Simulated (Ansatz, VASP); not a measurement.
**One calculation of N, two programs**

```
N
1.0
     4.33392    0.00000    0.00000
    -2.16696    3.75329    0.00000
     0.00000    0.00000    7.28624
N
4
Cartesian
  0.0000 2.5022 2.3967
  0.0000 2.5022 1.2465
  2.1670 1.2511 6.0398
  2.1670 1.2511 4.8896
```

Change from the starting cell: strain +0.040 along x and y, +0.040 along z, atoms carried along.

Alike in both runs: task single point; functional PBEsol; k mesh 6 × 6 × 4; occupations gaussian, width 0.05 eV; no spin polarisation.

```csv
,VASP,Ansatz
version,VASP 6.6.1,Ansatz 0.2.0
potentials or method,"VASP PAW PBE potentials, release 64 (N)","scalar-relativistic, plane waves, PAW"
plane-wave cutoff (eV),520,420
valence electrons in the cell,20,20
```

Ansatz gave:

| Item | Value |
| --- | --- |
| gap on the k mesh at the Fermi level (eV) | 6.74 |
| least direct gap on the mesh (eV) | 6.99 |
| pressure (GPa) | -6.2 |
| largest component of the traceless stress (GPa) | 12.44 |
| rms of the force components (eV/Å) | 3.462 |

What did VASP give for the same quantities?

gap on the k mesh at the Fermi level (eV): 6.70; least direct gap on the mesh (eV): 6.95; pressure (GPa): -5.3; largest component of the traceless stress (GPa): 10.55; rms of the force components (eV/Å): 2.928.

Atom by atom the forces differ by 0.534 eV/Å (rms over components).

Caveats: the standard files for N, O and F lose accuracy on very short bonds; the PAW data sets were made with another functional, which shifts forces and pressure a little (VASP). A k mesh can miss the band edges.
